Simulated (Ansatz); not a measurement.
# Si: the band gap up the ladder of functionals

An exercise on one series of results from a longer session: the logs are not shown, and one member is left open.

Program: Ansatz 0.2.0. PAW datasets, plane waves. (Simulation; spin polarisation is off.)

## Starting point

The cell was relaxed beforehand with r2SCAN.

Space group Fd-3m (No. 227), cubic; conventional cell a = 5.444 Å, 20.17 Å³ an atom. Around Si lie 4 Si at 2.36 Å.

The structure in full:

Space group Fd-3m:1 (No. 227). a = 5.444 Å, b = 5.444 Å, c = 5.444 Å, α = 90.00°, β = 90.00°, γ = 90.00°
```
atom  site  symmetry       x       y       z
  Si    8b      -43m  0.0000  0.0000  0.5000
```

The first run:

Contents of input.yaml:

```yaml
crystal:
  lattice:
    - [0.0, 2.7221188957, 2.7221188957]
    - [2.7221188957, 0.0, 2.7221188957]
    - [2.7221188957, 2.7221188957, 0.0]
  atoms:
    - { symbol: Si, position: [0.0, 0.0, 0.0] }
    - { symbol: Si, position: [0.25, 0.25, 0.25] }
kpoints:
  mp_grid: { grid: [8, 8, 8] }
  band_path:
    path:
      - [[0.0, 0.0, 0.0], [0.5, 0.0, 0.5], [0.625, 0.25, 0.625]]
      - [[0.375, 0.375, 0.75], [0.0, 0.0, 0.0], [0.5, 0.5, 0.5], [0.5, 0.25, 0.75], [0.5, 0.0, 0.5]]
    npoints: 10
hamiltonian:
  xc: pbe
scf:
  occupations: { method: fermi_dirac, width: 0.02 }
  n_extra_bands: 4
output:
  forces: true
  stress: true
  eigenvalues: true
```

Command:

```
ansatz run input.yaml --threads 4 --pin off --max-ram 7372MiB --backend cpu --events-out ev --progress --plain --runs-dir out
```

Among the steps run: PBE bands along the symmetry lines; r2SCAN at the same geometry; HSE06; PBE0 at the same geometry; Single point with LDA; Quasiparticle levels, G0W0@PBE; Single point with DDH-PBE0; LC-ωPBE; r2SCAN0.

One table of the session follows, with a row left open; its other results are not shown here.

```
                     level  gap (eV)
                       PBE      0.59
                    r2SCAN      0.77
                     HSE06      1.14
                      PBE0      1.80
                       LDA      0.48
G0W0@PBE (120 empty bands)      1.04
G0W0@PBE (298 empty bands)      1.10
                  DDH-PBE0         ?
                   LC-ωPBE      5.48
                   r2SCAN0      1.87
```

Estimate the missing values for DDH-PBE0.

The run gave: gap (eV): 0.94. In the column «gap (eV)» it lies between r2SCAN (0.77) and G0W0@PBE (120 empty bands) (1.04).

Meshes: PBE 8×8×8, r2SCAN 8×8×8, HSE06 6×6×6, PBE0 6×6×6, LDA 8×8×8, DDH-PBE0 6×6×6, LC-ωPBE 6×6×6, r2SCAN0 6×6×6. Gaps marked «mesh only» don't see the path that PBE's does.

Limits of these values: G0W0 here is at a finite number of bands, screening cutoff and k mesh, not at the basis limit. Warnings in the runs' records: stress scf threshold loose, stress exchange threshold loose.
